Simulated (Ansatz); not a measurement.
Computed with Ansatz (plane waves, PAW, 420 eV cutoff): PBE, scalar-relativistic, no spin polarisation, 10×10×6 k-mesh, Gaussian smearing of 0.05 eV. The datasets are Ansatz's generated set soft_2.

A crystal of composition XO, relaxed at this level of theory, gives this pattern between 10° and 80°.

Cu Kα1 powder pattern (kinematic, no thermal factors).
```csv
2θ (°),relative intensity
24.45,34
28.88,100
30.53,24
39.50,18
43.04,31
50.12,5
52.66,20
53.25,23
53.69,30
59.84,5
63.55,3
68.16,4
69.17,3
70.28,18
70.78,10
76.51,5
78.90,5
79.85,9
```

Problem. Which lattice and cell does the pattern come from?

Solution. Hexagonal, space group P6_3mc (No. 186), a = 4.200 Å, b = 4.200 Å, c = 5.851 Å, α = 90.00°, β = 90.00°, γ = 120.00°. The line positions fix the lattice at most, not the space group, and lines under 1 % of the strongest aren't listed; this is the group of the computed cell.

A compound XO has these computed properties.

```yaml
Band_gap: 1.91 eV
Smallest_direct_gap: 2.29 eV
Bader_charges: X 1.18; O -1.18 e
Formation_energy_from_the_elements_0_K_uncorrected: -0.93 eV/atom
Bulk_modulus_Birch–Murnaghan: 50 GPa
Pressure_derivative_B0′: 2.0
Elastically_stable: no (eigenvalue of -11.0 GPa)
```

Sites: X on 2b, O on 2b.

Problem. Which element is X?
A. Pb
B. Bi
C. Hg
D. Tl

Solution. A. X is Pb, so the compound is PbO.

The start was a prototype's sites filled with these elements. The Crystallography Open Database lists the compound in space groups Pbcm, P4/nmm, so this is a trial structure.

Kohn–Sham gaps of semilocal functionals lie under measured ones, often by a third or more. The equation of state has an unusual shape (B0′ outside 2.8 to 7.5), so B0 is less sure. No spin–orbit coupling, a notable omission for heavy elements.
